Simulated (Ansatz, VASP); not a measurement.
# One calculation of Sr, two programs

Contents of INCAR:

```
SYSTEM = Sr
PREC = Accurate
ENCUT = 520
EDIFF = 1E-6
ISMEAR = -1
SIGMA = 0.05
LREAL = .False.
LASPH = .True.
NELM = 60
ALGO = Normal
ISIF = 2
LWAVE = .False.
LCHARG = .False.
GGA = PE
NBANDS = 11
```

The input KPOINTS:

```
regular mesh
0
Gamma
  6 6 6
  0 0 0
```

File POSCAR:

```
Sr
1.0
    0.0000000000      3.0423500000      3.1031970000
    3.0423500000      0.0000000000      3.1031970000
    3.0423500000      3.0423500000      0.0000000000
Sr
1
Direct
    0.0000000000      0.0000000000      0.0000000000
```

File input.yaml:

```yaml
crystal:
  lattice:
    - [0.0, 3.04235, 3.103197]
    - [3.04235, 0.0, 3.103197]
    - [3.04235, 3.04235, 0.0]
  atoms:
    - { symbol: Sr, position: [0.0, 0.0, 0.0] }
hamiltonian:
  xc: pbe
  pseudopotentials: { kind: paw }
kpoints:
  mp_grid: { grid: [6, 6, 6] }
scf:
  occupations: { method: fermi_dirac, width: 0.05 }
output:
  forces: true
  stress: true
  eigenvalues: true
  write_density: true
  write_potential: true
  elf: true
  volumetric_format: npy
```

Alike in both runs: task single point; functional PBE; k mesh 6 × 6 × 6; occupations fermi-dirac, width 0.05 eV; no spin polarisation.

|  | VASP | Ansatz |
| --- | --- | --- |
| version | VASP 6.6.1 | Ansatz 0.2.0 |
| potentials or method | VASP PAW PBE potentials, release 64 (Sr_sv) | Ansatz PAW |
| plane-wave cutoff (eV) | 520 | 420 |
| valence electrons in the cell | 10 | 10 |

|  | VASP | Ansatz | Ansatz less VASP |
| --- | --- | --- | --- |
| gap on the k mesh at the Fermi level (eV) | 0.02 | 0.02 | -0.002 |
| least direct gap on the mesh (eV) | 0.02 | 0.02 | 0.000 |
| pressure (GPa) | -0.5 | -0.5 | 0.00 |
| largest component of the traceless stress (GPa) | 0.05 | 0.06 | +0.001 |
